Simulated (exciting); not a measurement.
# ZnSe (Stilleite) (F-43m) in exciting: single point with LDA

Aim: the single point of ZnSe (Stilleite) with LDA.

All numbers are computed with exciting (release sodium); they aren't measurements. Logs are shortened: lines on timing, memory, paths and dates and some standing lists are left out, and cuts for length are marked.

**What was measured.**

“Alloy Disordering Effects on the Thermal Conductivity and Energy Gap Temperature Dependence of Cd1−xZnxSe Ternary Crystals Grown by the Bridgman Method”, 2023, pmc:10253836 reports, for a bulk crystal of ZnSe at 300 K: band gap 2.695 ± 0.003 eV (an exciton energy, a little under the gap).

The runs below are set against these values where they give the same quantity.

## 1. Starting point

The structure is cubic, space group F-43m (No. 216). The conventional cell has a = 5.668 Å, b = 5.668 Å, c = 5.668 Å, α = 90.00°, β = 90.00°, γ = 90.00°. Around Se (site symmetry -43m) lie 4 Zn at 2.45 Å. Around Zn (site symmetry -43m) lie 4 Se at 2.45 Å.

## 2. Single point, LDA

File input.xml:

```xml
<input>
  <title>ZnSe</title>
  <structure speciespath="./" tshift="false">
    <crystal scale="1">
      <basevect>0.000000000000 5.355105891965 5.355105891965</basevect>
      <basevect>5.355105891965 0.000000000000 5.355105891965</basevect>
      <basevect>5.355105891965 5.355105891965 0.000000000000</basevect>
    </crystal>
    <species speciesfile="Se.xml" rmt="2">
      <atom coord="0.250000000000 0.250000000000 0.250000000000"/>
    </species>
    <species speciesfile="Zn.xml" rmt="2">
      <atom coord="0.000000000000 0.000000000000 0.000000000000"/>
    </species>
  </structure>
  <groundstate do="fromscratch" ngridk="8 8 8" rgkmax="9" gmaxvr="14" lmaxapw="10" lmaxmat="10" lmaxvr="8" xctype="LDA_PW" stype="Gaussian" swidth="0.00367493" nempty="10" ValenceRelativity="iora*" epsengy="1e-05" epspot="1e-05" maxscl="60" tforce="true" outputlevel="normal"/>
</input>
```

Potentials or basis: all-electron LAPW+lo, shipped species files, valence relativity iora*.

On the command line:

```
$ OMP_NUM_THREADS=1 exciting_smp
```

INFO.OUT:

```text
================================================================================
EXCITING SODIUM started
[... 10 lines left out ...]

 Lattice vectors (cartesian) :
      0.0000000000      5.3551058920      5.3551058920
      5.3551058920      0.0000000000      5.3551058920
      5.3551058920      5.3551058920      0.0000000000

 Reciprocal lattice vectors (cartesian) :
     -0.5866536941      0.5866536941      0.5866536941
      0.5866536941     -0.5866536941      0.5866536941
      0.5866536941      0.5866536941     -0.5866536941

 Unit cell volume                           :     307.1384474741
 Brillouin zone volume                      :       0.8076169411

 Species :    1 (Se)
     parameters loaded from                 :    Se.xml
     name                                   :    selenium
     nuclear charge                         :     -34.00000000
     electronic charge                      :      34.00000000
     atomic mass                            :  143935.27480000
     muffin-tin radius                      :       2.00000000
     # of radial points in muffin-tin       :     350

     atomic positions (lattice) :
       1 :   0.25000000  0.25000000  0.25000000

 Species :    2 (Zn)
     parameters loaded from                 :    Zn.xml
     name                                   :    zinc
     nuclear charge                         :     -30.00000000
     electronic charge                      :      30.00000000
     atomic mass                            :  119198.67800000
     muffin-tin radius                      :       2.00000000
     # of radial points in muffin-tin       :     350

     atomic positions (lattice) :
       1 :   0.00000000  0.00000000  0.00000000

 Total number of atoms per unit cell        :       2

 Spin treatment                             :    spin-unpolarised

 Number of Bravais lattice symmetries       :      48
 Number of crystal symmetries               :      24

 k-point grid                               :       8    8    8
 Total number of k-points                   :      43
 k-point set is reduced with crystal symmetries

 R^MT_min * |G+k|_max (rgkmax)              :       9.00000000
 Species with R^MT_min                      :       1 (Se)
 Maximum |G+k| for APW functions            :       4.50000000
 Maximum |G| for potential and density      :      14.00000000

 G-vector grid sizes                        :      36    36    36
 Total number of G-vectors                  :   14211

 Maximum angular momentum used for
     APW functions                          :      10
     computing H and O matrix elements      :      10
     potential and density                  :       8
     inner part of muffin-tin               :       2

 Total nuclear charge                       :     -64.00000000
 Total electronic charge                    :      64.00000000
 Total core charge                          :      30.00000000
 Total valence charge                       :      34.00000000

 Number of empty states                     :      10
 Total number of valence states             :      28

 Maximum Hamiltonian size                   :     515
 Maximum number of plane-waves              :     489
 Total number of local-orbitals             :      26

 Exchange-correlation type                  :       3
     Perdew-Wang, Phys. Rev. B 45, 13244 (1992)

 Smearing scheme                            :    Gaussian
 Smearing width                             :       0.00367493

 Using multisecant Broyden potential mixing
[... 16 lines left out ...]
+ SCF iteration number :    1                                                  +
++++++++++++++++++++++++++++++++++++++++++++++++++++++++++++++++++++++++++++++++
 Total energy                               :     -4218.04375617
 _______________________________________________________________
 Fermi energy                               :         0.14523042
 Kinetic energy                             :      4310.55898695
 Coulomb energy                             :     -8374.92780674
 Exchange energy                            :      -147.92927374
 Correlation energy                         :        -5.74566264
[... 475 lines left out ...]
 RMS change in effective potential (target) :  0.858940E-10  ( 0.100000E-04)
 Absolute change in total energy   (target) :  0.664213E-07  ( 0.100000E-04)
 Charge distance                   (target) :  0.656654E-10  ( 0.100000E-04)
 Abs. change in max-nonIBS-force   (target) :   0.00000      ( 0.500000E-04)

++++++++++++++++++++++++++++++++++++++++++++++++++++++++++++++++++++++++++++++++
| Convergency criteria checked for the last 2 iterations                       +
| Convergence targets achieved. Performing final SCF iteration                 +
++++++++++++++++++++++++++++++++++++++++++++++++++++++++++++++++++++++++++++++++
 Total energy                               :     -4220.57938485
 _______________________________________________________________
 Fermi energy                               :         0.14822863
 Kinetic energy                             :      4309.61220848
 Coulomb energy                             :     -8376.39857117
 Exchange energy                            :      -148.04518606
 Correlation energy                         :        -5.74783610

 DOS at Fermi energy (states/Ha/cell)       :         0.00000000

 Electron charges :
     core                                   :        30.00000000
     core leakage                           :         0.00170624
     valence                                :        34.00000000
     interstitial                           :         4.60045540
     charge in muffin-tin spheres :
                  atom     1    Se          :        31.27343945
                  atom     2    Zn          :        28.12610515
     total charge in muffin-tins            :        59.39954460
     total charge                           :        64.00000000

 Estimated fundamental gap                  :         0.03789711
        valence-band maximum at    1      0.0000  0.0000  0.0000
     conduction-band minimum at    1      0.0000  0.0000  0.0000

++++++++++++++++++++++++++++++++++++++++++++++++++++++++++++++++++++++++++++++++
+ Self-consistent loop stopped                                                 +
++++++++++++++++++++++++++++++++++++++++++++++++++++++++++++++++++++++++++++++++
 STATE.OUT is written

--------------------------------------------------------------------------------
- Writing atomic positions and forces                                          -
--------------------------------------------------------------------------------

 Atomic positions (lattice) :
 atom     1  Se  :     0.25000000    0.25000000    0.25000000
 atom     2  Zn  :     0.00000000    0.00000000    0.00000000

 Total atomic forces including IBS (cartesian) :
 atom     1  Se  :    -0.00000000    0.00000000    0.00000000
 atom     2  Zn  :     0.00000000   -0.00000000   -0.00000000

 Atomic force components including IBS (cartesian) :
 atom     1  Se  :     0.00000000   -0.00000000    0.00000000   HF force
                 :    -0.00000000    0.00000000    0.00000000   core correction
                 :    -0.00000000    0.00000000    0.00000000   IBS correction
 atom     2  Zn  :    -0.00000000    0.00000000    0.00000000   HF force
                 :     0.00000000   -0.00000000   -0.00000000   core correction
                 :     0.00000000   -0.00000000   -0.00000000   IBS correction

********************************************************************************
* Groundstate module stopped                                                   *
********************************************************************************

================================================================================
| EXCITING SODIUM stopped                                                      =
================================================================================
```

It took 2.7 min on 1 thread of Intel Xeon Platinum 8488C (Sapphire Rapids), shared host; peak memory 0.15 GiB.

Results:

| Item | Value |
| --- | --- |
| Free energy | -114847.8158 eV |
| Band gap on the k mesh | 1.03 eV, direct |
| All electrons inside the program's atomic spheres | Se 31.27; Zn 28.13 (radii Se 2.0, Zn 2.0 bohr) |

## 3. How close it comes

Step 2. Measured gap of ZnSe: 2.695 eV (an exciton energy, a little under the gap; 300 K; “Alloy Disordering Effects on the Thermal Conductivity and Energy Gap Temperature Dependence of Cd1−xZnxSe Ternary Crystals Grown by the Bridgman Method”, 2023, pmc:10253836). This calculation gives 1.03 eV (-1.66 eV). So large a miss can be the level of theory's own, or it may mean another phase, state or a wrong row. Spin-orbit coupling on Se is left out. The value is that of LDA, without temperature or zero-point motion. Semilocal functionals fall short of measured gaps as a rule.
